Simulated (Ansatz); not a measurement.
Reaction (substitution at a C–C bond): `C=CC(C)CC` + `B1CN1` → `CCN1BC1` + `C=CCC`

Gas-phase electronic energies from Ansatz, PBE0-D4/def2-TZVP geometries. CCSD(T)/CBS is the MP2 limit (def2-TZVPP, def2-QZVPP) plus CCSD(T) − MP2 in def2-TZVPP, frozen cores. This one scheme is used for every species. One conformer a species, not always the lowest.

`C=CC(C)CC`:

Z-matrix (Å, degrees):
```
C
C 1 1.495
C 1 1.531 2 111.2
C 1 1.526 2 110.3 3 -123.0
H 1 1.098 2 108.0 3 118.4
C 2 1.325 1 125.7 3 -118.3
H 2 1.091 1 115.3 3 61.9
C 3 1.518 1 113.9 2 63.8
H 3 1.097 1 108.7 2 -59.1
H 3 1.096 1 108.3 2 -173.9
H 4 1.092 1 111.3 2 -58.7
H 4 1.093 1 110.9 2 -179.3
H 4 1.094 1 110.7 2 61.2
H 6 1.084 2 121.7 1 -179.5
H 6 1.086 2 121.3 1 0.3
H 8 1.092 3 111.2 1 179.6
H 8 1.094 3 111.0 1 59.7
H 8 1.092 3 111.3 1 -59.8
```

`B1CN1`:

Cartesian coordinates in Å:
```
B 0.029 -0.335 0.894
C -0.466 0.505 -0.326
N 0.651 -0.445 -0.290
H 0.013 -0.713 2.015
H -1.341 0.209 -0.904
H -0.208 1.558 -0.434
H 1.323 -0.778 -0.955
```

`CCN1BC1`:

```xyz
13

C     1.295    0.327    1.278
C     0.915    0.041   -0.159
N    -0.498   -0.093   -0.306
B    -1.785   -0.123    0.067
C    -1.397   -0.362   -1.428
H     2.378    0.426    1.374
H     0.834    1.255    1.623
H     0.965   -0.481    1.934
H     1.398   -0.880   -0.508
H     1.267    0.845   -0.818
H    -2.534   -0.016    0.978
H    -1.351   -1.365   -1.858
H    -1.487    0.426   -2.179
```

`C=CCC`:

```xyz
12

C     0.274   -1.803   -0.802
C    -0.019   -0.511   -0.820
C     0.520    0.509    0.126
C    -0.580    1.206    0.919
H     0.964   -2.215   -0.071
H    -0.159   -2.496   -1.514
H    -0.720   -0.140   -1.568
H     1.233    0.034    0.807
H     1.081    1.262   -0.441
H    -1.297    1.693    0.253
H    -1.131    0.490    1.533
H    -0.165    1.972    1.579
```

| level | ΔE (kJ/mol) |
| --- | --- |
| MP2/def2-TZVPP | 13.3 |
| CCSD/def2-TZVPP | 10.0 |

Question: What does CCSD(T)/CBS give? (An estimate is asked.)

Answer: The calculation gave: +11.9 kJ/mol. The listed levels differ from it by 1.4, -1.9 kJ/mol.

Largest T1 diagnostic among the species: 0.013.

The D4 term adds +5.9 kJ/mol with B3LYP and +3.5 kJ/mol with PBE0; it sums over pairs of atoms, weighted by their polarisabilities, and B3LYP, whose exchange is more repulsive, gets the larger term. In def2-TZVPP, CCSD(T) changes the Hartree–Fock value by +12.5 kJ/mol (the triples alone add +1.2 kJ/mol) and MP2 by +14.6 kJ/mol.

B3LYP here is the variant with VWN-RPA as its local correlation; programs differ in this.

CCSD(T)/CBS has its own doubt, a few kJ/mol and more with outer-core shells, so smaller differences from it don't rank the levels.
